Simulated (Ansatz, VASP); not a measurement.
# One calculation of NaH, two programs

```
CELL_PARAMETERS angstrom
0.00000 2.56200 2.50100
2.56200 0.00000 2.50100
2.56200 2.56200 0.00000
ATOMIC_POSITIONS crystal
Na 0.00000 0.00000 0.00000
H 0.50000 0.50000 0.50000
```

Change from the starting cell: strain +0.050 along x and y, +0.025 along z, atoms carried along.

Alike in both runs: task single point; functional PBE; k mesh 8 × 8 × 8; occupations gaussian, width 0.05 eV; no spin polarisation.

```csv
,VASP,Ansatz
version,VASP 6.6.1,Ansatz 0.2.0
potentials or method,"VASP PAW PBE potentials, release 64 (Na_pv, H)","scalar-relativistic, plane waves, PAW"
plane-wave cutoff (eV),520,420
valence electrons in the cell,8,10
```

VASP gave:

* gap on the k mesh at the Fermi level (eV): 3.51
* least direct gap on the mesh (eV): 4.29
* pressure (GPa): -2.7
* largest component of the traceless stress (GPa): 0.22

Estimate Ansatz's values.

gap on the k mesh at the Fermi level (eV): 3.51; least direct gap on the mesh (eV): 4.30; pressure (GPa): -2.6; largest component of the traceless stress (GPa): 0.21.

With one functional, cell and mesh, what is left measures potentials, basis and numerics. The two sets of potentials don't hold the same shells in valence.

A k mesh can miss the band edges.
